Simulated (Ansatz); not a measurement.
Cubic perovskite BaSnO₃, relaxed in Ansatz (plane waves) with several semilocal functionals. Each gives its own volume and its own elastic constant C11:

| level | V0 (Å³/atom) | elastic constant C11 (GPa) | ln V0 | ln C11 |
|---|---|---|---|---|
| LDA | 13.613 | 311.1 | 2.6110 | 5.7401 |
| PBEsol | 14.006 | 284.2 | 2.6395 | 5.6497 |
| PBE | 14.564 | 250.3 | 2.6786 | 5.5227 |

Question: Fit a straight line to ln C11 against ln V0. What does it predict for r²SCAN, whose volume is 14.102 Å³/atom?

Answer: With x = ln V0 and y = ln C11: means 2.64303 and 5.63750; Σ(Δx Δy) = -0.007413, Σ(Δx²) = 0.002304, so the slope is -3.22. At x = 2.6463 the line gives y = 5.63750 + (-3.22) × (2.6463 − 2.64303) = 5.6270, or 277.8 GPa. The run with r²SCAN gives 291.9 GPa, +5.1 % from the line. The rows used scatter about it by up to 0.1 %, while the largest value lies 24 % above the smallest.

Ansatz's density-functional and Hartree–Fock values are scalar-relativistic unless marked +SOC, with PAW data made under PBE.

Ansatz is an electronic-structure program.
